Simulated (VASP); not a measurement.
Crystal: BiTe.

```
CELL_PARAMETERS angstrom
0.00000 3.23500 3.23500
3.23500 0.00000 3.23500
3.23500 3.23500 0.00000
ATOMIC_POSITIONS crystal
Bi 0.00000 0.00000 0.00000
Te 0.50000 0.50000 0.50000
```

Base run:

```yaml
Program: VASP 6.6.1
Functional: PBE
Potentials_or_basis: VASP PAW PBE potentials, release 64 (Bi_d, Te)
Cutoff: 520 eV
k_mesh: 8 × 8 × 8
Occupations: fermi-dirac, width 0.05 eV
Spin: no spin polarisation
```

Its results: band gap on the k mesh none (metal or under the smearing width); pressure 0.6 GPa.

Question: The run is repeated on the same cell with these changes: k mesh from 8 × 8 × 8 to 6 × 6 × 6; occupations from fermi-dirac, width 0.05 eV to methfessel-paxton, width 0.025 eV. What comes out?

Answer: Band gap on the k mesh none (metal or under the smearing width); pressure 1.0 GPa.

Caveats: spin-orbit coupling is left out, which moves the levels of the heavy elements.
